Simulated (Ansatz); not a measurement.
## Notes on a calculation: ZnO

**What was measured.** A measured cell of hexagonal ZnO (space group P6_3mc) at 298 K, from the Crystallography Open Database (2014, doi:10.1107/S1600576714003379), has a, c = 3.249, 5.206 Å and 11.90 Å³/atom.

From “ZnCr2O4 Inclusions in ZnO Matrix Investigated by Probe-Corrected STEM-EELS”, 2019, pmc:6471317, for a ceramic of ZnO: band gap 3.22 ± 0.01 eV (direct).

Computed with Ansatz (plane waves, PAW, 420 eV cutoff): PBE, scalar-relativistic, no spin polarisation, Γ-centred 12×12×8 mesh, 0.05 eV Gaussian smearing; PAW files: Ansatz's generated set soft_2.

The chain of runs began from a measured cell (COD), expanded in volume.

The start, 1 % over the database's volume:

```xyz
4
Lattice="3.2602 0.0000 0.0000 -1.6301 2.8234 0.0000 0.0000 0.0000 5.2211" Properties=species:S:1:pos:R:3 pbc="T T T"
Zn    0.0000    1.8823    0.0000
Zn    1.6301    0.9411    2.6105
O     0.0000    1.8823    1.9950
O     1.6301    0.9411    4.6055
```

The steps in volume:

| run | level | k-mesh | kind | V (Å³/atom) | P (GPa) | E − E(final) (meV/atom) | gap on the mesh (eV) |
| --- | --- | --- | --- | --- | --- | --- | --- |
| 1 | PBE | 12×12×8 | cell and atoms relaxed | 12.33 | 0.0 | 0.0 | 0.74 |

The cell is relaxed to zero pressure at this level.

The final structure (symmetry read at 0.01 Å). It takes space group P6_3mc (No. 186, hexagonal). The conventional cell has a = 3.279 Å, b = 3.279 Å, c = 5.293 Å, α = 90.00°, β = 90.00°, γ = 120.00°. Zn (site symmetry 3m) has 4 O at 2.00 to 2.01 Å as nearest neighbours. O (site symmetry 3m) has 4 Zn at 2.00 to 2.01 Å as nearest neighbours. (Neighbours are counted to 15 % beyond the shortest distance.)

```tsv
atom	site	symmetry	x	y	z
Zn	2b	3m.	0.3333	0.6667	0.0015
O	2b	3m.	0.3333	0.6667	0.3806
```

At the final geometry the gap, band path included, is 0.74 eV. The equation of state gives B0 = 129 GPa and B0′ = 4.4. Against the elements' standard states, run alike and uncorrected, the formation energy is -1.42 eV/atom. The runs in the table took roughly 1.2 core-minutes.

**What lies behind the numbers.**

Formal charges Zn²⁺, O²⁻ balance and leave closed shells on every ion, so a band insulator is expected, and the gap is 0.74 eV.

Within 0.6 eV of the edges the projected states are 77 % O 2p at the top of the valence band and 61 % Zn 4s at the bottom of the conduction band. Crossing the gap moves an electron from the anion's filled p shell to the metal's empty orbitals, as in polar semiconductors.

Shannon's ionic radii give a check on the bond lengths: Zn²⁺ with 4 neighbours 0.60 Å + O²⁻ 1.38 Å = 1.98 Å against a computed mean of 2.00 Å. Sums and bonds agree within 3 %, so ion sizes set the bond lengths.

**Against experiment.** PBE gives 3.279, 5.293 Å and 12.33 Å³/atom, +3.6 % in volume (+1.2 % in length) from the database's cell. PBE usually overestimates volumes by a few per cent. Against the measured gap of ZnO, 3.22 eV (direct; ceramic; “ZnCr2O4 Inclusions in ZnO Matrix Investigated by Probe-Corrected STEM-EELS”, 2019, pmc:6471317), the calculated 0.74 eV is off by -2.48 eV. So large a miss can be the level of theory's own, or it may mean another phase, state or a wrong row. 4 values of this kind are on record (3.22 to 3.378 eV); this one was drawn at random among those near their median, those with a stated uncertainty first. Kohn–Sham gaps of semilocal functionals mostly fall below measured ones. Temperature and excitons aren't in the calculation.

Kohn–Sham gaps of semilocal functionals lie under measured ones, often by a third or more.
